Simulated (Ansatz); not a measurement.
**Te2Mo: frozen-core PAW against all-electron methods**

```
Mo Te
1.0
     3.50908    0.00000    0.00000
    -1.75454    3.03895    0.00000
     0.00000    0.00000    7.90136
Mo Te
1 2
Direct
  0.00000 0.00000 0.00000
  0.33333 0.66667 0.23539
  0.66667 0.33333 0.76461
```

Atoms are numbered in the order listed.

The structure comes from a relaxation in the same program, started in the CdI2 type, and has space group P-3m1. Whether it is a known phase or the ground state wasn't checked.

No spin–orbit coupling, which matters for the heavy atoms here.

Levels of theory: DFT, PBE, PAW with Ansatz's default frozen-core files, scalar-relativistic (Ansatz 0.2.0); DFT, PBE, all-electron LAPW, scalar-relativistic (Ansatz 0.2.0).

For PAW: a Γ-centred 12×12×7 k mesh, Fermi–Dirac smearing of 0.05 eV, cutoff 420 eV, no spin polarisation. LAPW targets a basis error of 1 meV/atom. The Ansatz runs share mesh, smearing and spin set-up. Plane-wave (PAW) pressures include the program's estimate of the Pulay term.

Stress and pressure are positive in compression.

Levels count from the Fermi level.

PAW results:

```
                      quantity     PAW
                pressure (GPa)    0.02
highest filled level at Γ (eV)  -0.751
  lowest empty level at Γ (eV)   1.410
highest filled level at H (eV)  -3.070
  lowest empty level at H (eV)   0.053
highest filled level at L (eV)  -0.614
  lowest empty level at L (eV)   0.689
```

Problem. What does full-potential LAPW give for the same quantities?

Solution. 
| quantity | LAPW |
| --- | --- |
| pressure (GPa) | 0.02 |
| highest filled level at Γ (eV) | -0.750 |
| lowest empty level at Γ (eV) | 1.412 |
| highest filled level at H (eV) | -3.071 |
| lowest empty level at H (eV) | 0.053 |
| highest filled level at L (eV) | -0.613 |
| lowest empty level at L (eV) | 0.690 |
